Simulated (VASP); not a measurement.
Set up this calculation in VASP 6.6.1, as the native input.

```yaml
Task: single point
Functional: TB-mBJ
Potentials_or_basis: VASP PAW PBE potentials, release 64 (Pt, Te)
Cutoff: 520 eV
k_mesh: 8 × 8 × 5
Occupations: gaussian, width 0.01 eV
Spin: no spin polarisation
Further_INCAR_settings: ALGO = Normal; EDIFF = 1e-07
```

Te2Pt (Moncheite):

```
Pt Te
1.0
     4.01000    0.00000    0.00000
    -2.00500    3.47276    0.00000
     0.00000    0.00000    5.20100
Pt Te
1 2
Cartesian
  0.0000 0.0000 0.0000
  2.0050 1.1576 3.9007
  0.0000 2.3152 1.3002
```

One way to write it, as run:

POSCAR

```
Te2Pt
1.0
    4.0100000000      0.0000000000      0.0000000000
   -2.0050000000      3.4727618692      0.0000000000
    0.0000000000      0.0000000000      5.2010000000
Pt Te
1 2
Direct
    0.0000000000      0.0000000000      0.0000000000
    0.6666666667      0.3333333333      0.7500000000
    0.3333333333      0.6666666667      0.2500000000
```

INCAR.step1

```
ALGO = Normal
EDIFF = 1E-5
ENCUT = 520
GGA = PE
ISIF = 2
ISMEAR = 0
LASPH = T
LCHARG = F
LREAL = F
LWAVE = T
NELM = 60
PREC = Accurate
SIGMA = 0.01
```

INCAR.step2

```
ALGO = Normal
EDIFF = 1E-7
ENCUT = 520
ISIF = 2
ISMEAR = 0
ISTART = 1
LASPH = T
LCHARG = F
LREAL = F
LWAVE = F
METAGGA = MBJ
NELM = 60
PREC = Accurate
SIGMA = 0.01
```

KPOINTS

```
k-points
0
Gamma
  8 8 5
```

Potentials or basis: VASP PAW PBE potentials, release 64 (Pt, Te).

Launch:

```console
$ cat potpaw_PBE.64/Pt/POTCAR potpaw_PBE.64/Te/POTCAR > POTCAR
$ cp INCAR.step1 INCAR
$ mpirun -np 1 vasp_std > vasp.out
$ cp INCAR.step2 INCAR
$ mpirun -np 1 vasp_std > vasp.out
```

Results of the run:

The band gap on the k mesh is none (metal or under the smearing width).

Wall time 97 s on 1 thread of Intel(R) Xeon(R) 6975P-C (Granite Rapids) (shared host), peak memory 0.22 GiB.
